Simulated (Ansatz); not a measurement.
Crystal: ZrN.

```
Zr N
1.0
     0.00000    2.30000    2.30000
     2.30000    0.00000    2.30000
     2.30000    2.30000    0.00000
Zr N
1 1
Direct
  0.50000 0.50000 0.50000
  0.00000 0.00000 0.00000
```

Base run:

- Program: Ansatz 0.2.0
- Functional: r2SCAN
- Potentials or basis: Ansatz PAW
- Cutoff: 500 eV (not typed: the program's choice for these potentials)
- k mesh: 10 × 10 × 10
- Occupations: fermi-dirac, width 0.05 eV
- Spin: no spin polarisation

Its results: band gap on the k mesh none (metal or under the smearing width); pressure -2.3 GPa.

**Question.** After a change of settings the same cell gave: band gap on the k mesh none (metal or under the smearing width); pressure 7.5 GPa. Which change was it?
A. functional from r2SCAN to PBEsol; cutoff from 500 eV (not typed: the program's choice for these potentials) to 420 eV (not typed: the program's choice for these potentials)
B. functional from r2SCAN to RPBE; cutoff from 500 eV (not typed: the program's choice for these potentials) to 420 eV (not typed: the program's choice for these potentials)
C. functional from r2SCAN to revPBE; cutoff from 500 eV (not typed: the program's choice for these potentials) to 420 eV (not typed: the program's choice for these potentials)
D. functional from r2SCAN to BLYP; cutoff from 500 eV (not typed: the program's choice for these potentials) to 420 eV (not typed: the program's choice for these potentials)

**Answer.** D.

Caveats: the PAW data sets come from PBE, with cores solved anew for the run's functional, which leaves a small shift of forces and pressure.

Runs at the PBE level aren't shown here.
